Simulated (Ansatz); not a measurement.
The calculation used Ansatz 0.2.0, DFT PBE, scalar-relativistic, plane waves, PAW. All cells share a 420 eV cutoff and Γ-centred k meshes spaced at most about 0.3 Å⁻¹ (about 0.25 or finer for metals, 2π included). No spin polarisation.

Temperature and zero-point effects are left out.

Compare these two cells of Hf5C3, each relaxed at this level.

1.

```
CELL_PARAMETERS angstrom
1.65115 0.95329 13.17878
-1.65115 0.95329 13.17878
0.00000 -1.90658 13.17878
ATOMIC_POSITIONS crystal
Hf 0.80206 0.80206 0.80206
Hf 0.19794 0.19794 0.19794
Hf 0.00000 0.00000 0.00000
Hf 0.39800 0.39800 0.39800
Hf 0.60200 0.60200 0.60200
C 0.50000 0.50000 0.50000
C 0.29846 0.29846 0.29846
C 0.70154 0.70154 0.70154
```

2.

```
CELL_PARAMETERS angstrom
-1.81372 2.99097 5.96268
1.81372 -2.99097 5.96268
1.81372 2.99097 -5.96268
ATOMIC_POSITIONS crystal
Hf 0.60429 0.35212 0.25217
Hf 0.09995 0.35212 0.74783
Hf 0.39571 0.64788 0.74783
Hf 0.90005 0.64788 0.25217
Hf 0.50000 0.00000 0.50000
C 0.30621 0.80621 0.50000
C 0.69379 0.19379 0.50000
C 0.00000 0.50000 0.50000
```

Problem. Which form is favoured at zero pressure, and by what margin per atom?

Solution. Cell 1 is lower, by 0.71 eV/atom. Cell 1 has space group R-3m (No. 166), 15.6 Å³/atom and no gap on its mesh; cell 2 has space group Immm (No. 71), 16.2 Å³/atom and no gap. Counting C atoms around Hf (those within 1.25 times the shortest such distance or 1.15 times the sum of covalent radii, 1.27 where that leaves under three; a slash parts the counts of unlike sites), cell 1 has Hf 3/6 and cell 2 has Hf 2/4. The denser one is the lower, and pressure would at first widen the difference. In cell 1, Hf on a site of symmetry 3m is surrounded by 3 C at 2.27 Å and 9 Hf at 3.12–3.30 Å; around Hf on a site of symmetry -3m lie 6 C at 2.35 Å and 12 Hf at 3.19–3.30 Å; C on a site of symmetry -3m has 6 Hf at 2.27 Å; 2 more sites not described. In cell 2, around Hf on a site of symmetry m lie 4 C at 2.30–2.42 Å and 6 Hf at 2.95–3.04 Å; Hf on a site of symmetry mmm is surrounded by 2 C at 2.31 Å and 8 Hf at 2.95 Å; around C on a site of symmetry mm2 lie 7 Hf at 2.31–2.42 Å; 1 more site not described. Both come from invented guesses.

These runs have no spin–orbit coupling, which can matter for Hf. Cells relaxed within their symmetry can be saddle points.
